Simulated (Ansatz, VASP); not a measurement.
GaAs in VASP and in Ansatz

Contents of INCAR:

```
SYSTEM = GaAs
ALGO     = Normal         ! electronic algorithm
EDIFF    = 1E-7           ! SCF threshold, eV
EDIFFG   = -0.01          ! ionic threshold
ENCUT    = 600            ! plane-wave cutoff, eV
GGA      = PE             ! functional
IBRION   = 2              ! ionic algorithm
ISIF     = 3              ! what is computed and relaxed
ISMEAR   = 0              ! smearing method
LASPH    = .TRUE.         ! aspherical terms in the spheres
LCHARG   = .FALSE.        ! write CHGCAR
LREAL    = .FALSE.        ! projectors in reciprocal space
LWAVE    = .FALSE.        ! write WAVECAR
NELM     = 100            ! most SCF steps
NSW      = 100            ! ionic steps
PREC     = Accurate       ! precision mode
SIGMA    = 0.1            ! smearing width, eV
```

File KPOINTS:

```
k-points
0
G
  12 12 8
  0 0 0
```

POSCAR

```
GaAs
1.0
    3.7441507872      0.0000000000      0.0000000000
   -1.8720753936      3.2425296973      0.0000000000
    0.0000000000      0.0000000000      6.5188773196
Ga As
2 2
Direct
    0.0000000000      0.0000000000      0.0000000000
    0.0000000000      0.0000000000      0.5000000000
    0.3333333333      0.6666666667      0.2500000000
    0.6666666667      0.3333333333      0.7500000000
```

Input for Ansatz:

```yaml
crystal:
  lattice:
    - [3.7441507872, 0.0, 0.0]
    - [-1.8720753936, 3.2425296973, 0.0]
    - [0.0, 0.0, 6.5188773196]
  atoms:
    - { symbol: Ga, position: [0.0, 0.0, 0.0] }
    - { symbol: Ga, position: [0.0, 0.0, 0.5] }
    - { symbol: As, position: [0.3333333333, 0.6666666667, 0.25] }
    - { symbol: As, position: [0.6666666667, 0.3333333333, 0.75] }
basis:
  ecutwfc: 420
kpoints:
  mp_grid: { grid: [12, 12, 8] }
hamiltonian:
  xc: pbe
scf:
  occupations: { method: gaussian, width: 0.1 }
output:
  forces: true
  stress: true
  eigenvalues: true
  write_density: true
  write_potential: true
  elf: true
  volumetric_format: npy
relax:
  adjacent_minimum: "off"
  f_tol: 0.01
  max_steps: 80
  cell: { stress_tol: 0.05 }
```

Change from the starting cell: ordered vacancies on the anion sites of aluminium diboride (P6_3/mmc, No. 194).

Alike in both runs: task relaxation of cell and atoms; functional PBE; k mesh 12 × 12 × 8; occupations gaussian, width 0.1 eV; no spin polarisation.

|  | VASP | Ansatz |
| --- | --- | --- |
| version | VASP 6.6.1 | Ansatz 0.2.0 |
| potentials or method | VASP PAW PBE potentials, release 64 (Ga_d, As) | scalar-relativistic, plane waves, PAW |
| plane-wave cutoff (eV) | 600 | 420 |
| valence electrons in the cell | 36 | 56 |

Ansatz gave:

| Quantity | Value |
| --- | --- |
| gap on the k mesh at the Fermi level, each at its own relaxed structure (eV) | none |
| relaxed volume (Å³/atom) | 19.81 |
| relaxed cell length with the largest relative difference (Å) | 6.453 |

What did VASP give for the same quantities?

gap on the k mesh at the Fermi level, each at its own relaxed structure (eV): none; relaxed volume (Å³/atom): 19.86; relaxed cell length with the largest relative difference (Å): 6.461.

A gap of «none» marks a metal or a gap that the smearing closes. The two sets of potentials don't hold the same shells in valence.
